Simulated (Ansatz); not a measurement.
Response of Sb to small distortions

```
CELL_PARAMETERS angstrom
2.15060 1.24165 3.74400
-2.15060 1.24165 3.74400
0.00000 -2.48330 3.74400
ATOMIC_POSITIONS crystal
Sb 0.23364 0.23364 0.23364
Sb 0.76636 0.76636 0.76636
```

Atoms are numbered in the order listed.

The cell is a measured one (Crystallography Open Database entry 9009654); the temperature and pressure of the measurement aren't taken into account, and nothing was relaxed.

No spin–orbit coupling, which matters for the heavy atoms here.

Level of theory: DFT, PBE, all-electron PAW with datasets made for the crystal, scalar-relativistic (Ansatz 0.2.0).

Numerical set-up: a Γ-centred 9×9×9 k mesh, Fermi–Dirac smearing of 0.05 eV, cutoff 140 eV (chosen by the program for this cell), no spin polarisation.

The unchanged cell is at 3.13 GPa, so energy changes include a term −P ΔV where the volume moves.

In a metal, stresses and small energies carry noise from the k mesh.

x, y and z are the Cartesian axes of the cell as listed; fractional coordinates follow a strain, and an engineering shear is twice the off-diagonal strain component.

Problem. With this change (x and y strained by -2 %, z held), what becomes of the energy and stress and forces?

Solution. Energy change +36 meV/atom; stress change (xx, yy, zz, yz, xz, xy) 3.33, 3.33, 2.17, 0.00, 0.00, 0.00 GPa, compression positive; change of the force on Sb1 (0.000, 0.000, 0.228) eV/Å.

Problem. With this change (z strained by +4 % at fixed volume), what becomes of the energy and stress and forces?

Solution. Energy change +11 meV/atom; stress change (xx, yy, zz, yz, xz, xy) 0.87, 0.87, -0.81, 0.00, 0.00, 0.00 GPa, compression positive; change of the force on Sb2 (0.000, 0.000, 0.037) eV/Å.

Problem. With this change (atom 2 (Sb) moved by (0.0289, 0.0289, 0.0289) Å), what becomes of the energy and stress and forces?

Solution. Energy change +5 meV/atom; stress change (xx, yy, zz, yz, xz, xy) 0.20, 0.62, 0.49, 0.41, 0.39, -0.18 GPa, compression positive; change of the force on Sb2 (-0.088, -0.097, -0.173) eV/Å.

With equal xy, yz and zx engineering shear strains of -3 %: energy change +9 meV/atom; stress change (xx, yy, zz, yz, xz, xy) -0.99, 1.04, 0.12, 1.90, 0.87, 0.22 GPa, compression positive; change of the force on Sb1 (0.083, 0.147, 0.007) eV/Å.

Problem. With this change (equal xy, yz and zx engineering shear strains of -1 %), what becomes of the energy and stress and forces?

Solution. Energy change under 1 meV/atom; stress change (xx, yy, zz, yz, xz, xy) -0.33, 0.33, 0.01, 0.63, 0.30, 0.07 GPa, compression positive; change of the force on Sb2 (-0.026, -0.049, -0.001) eV/Å.

With equal xy, yz and zx engineering shear strains of +2 %: energy change +4 meV/atom; stress change (xx, yy, zz, yz, xz, xy) 0.64, -0.61, 0.04, -1.21, -0.59, -0.12 GPa, compression positive; change of the force on Sb1 (-0.050, -0.095, 0.003) eV/Å.

With equal xy, yz and zx engineering shear strains of -2 %: energy change +4 meV/atom; stress change (xx, yy, zz, yz, xz, xy) -0.66, 0.69, 0.05, 1.27, 0.60, 0.14 GPa, compression positive; change of the force on Sb2 (-0.054, -0.098, -0.003) eV/Å.

Problem. With this change (equal xy, yz and zx engineering shear strains of +1 %), what becomes of the energy and stress and forces?

Solution. Energy change under 1 meV/atom; stress change (xx, yy, zz, yz, xz, xy) 0.32, -0.31, 0.01, -0.62, -0.30, -0.06 GPa, compression positive; change of the force on Sb1 (-0.025, -0.048, 0.001) eV/Å.

Problem. With this change (equal xy, yz and zx engineering shear strains of +3 %), what becomes of the energy and stress and forces?

Solution. Energy change +8 meV/atom; stress change (xx, yy, zz, yz, xz, xy) 0.93, -0.87, 0.08, -1.78, -0.88, -0.18 GPa, compression positive; change of the force on Sb1 (-0.074, -0.142, 0.008) eV/Å.

Problem. What force constant does this one finite step give for Sb2 along its displacement (all its periodic images move with it)?

Solution. k = −ΔF·u/|u|² = 4.14 eV/Å², so the force pulls the atom back.
